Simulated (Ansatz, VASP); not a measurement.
Cu in VASP and in Ansatz

```
Cu
1.0
     0.00000    1.80750    1.80750
     1.80750    0.00000    1.80750
     1.80750    1.80750    0.00000
Cu
1
Direct
  0.00000 0.00000 0.00000
```

Alike in both runs: task electric field gradients; functional PBE; k mesh 19 × 19 × 19; occupations fermi-dirac, width 0.08 eV; no spin polarisation.

|  | VASP | Ansatz |
| --- | --- | --- |
| version | VASP 6.6.1 | Ansatz 0.2.0 |
| potentials or method | VASP PAW PBE potentials, release 64 (Cu) | PAW with Ansatz's default frozen-core files, scalar-relativistic |
| plane-wave cutoff (eV) | 520 | 420 |
| valence electrons in the cell | 11 | 19 |

Ansatz gave:

* pressure (GPa): 1.7
* Vzz of the field gradient on the site that differs most (V/Å²): 0.0

Problem. Estimate VASP's values.

Solution. Pressure (GPa): 2.2; Vzz of the field gradient on the site that differs most (V/Å²): 0.0.

The two sets of potentials don't hold the same shells in valence.
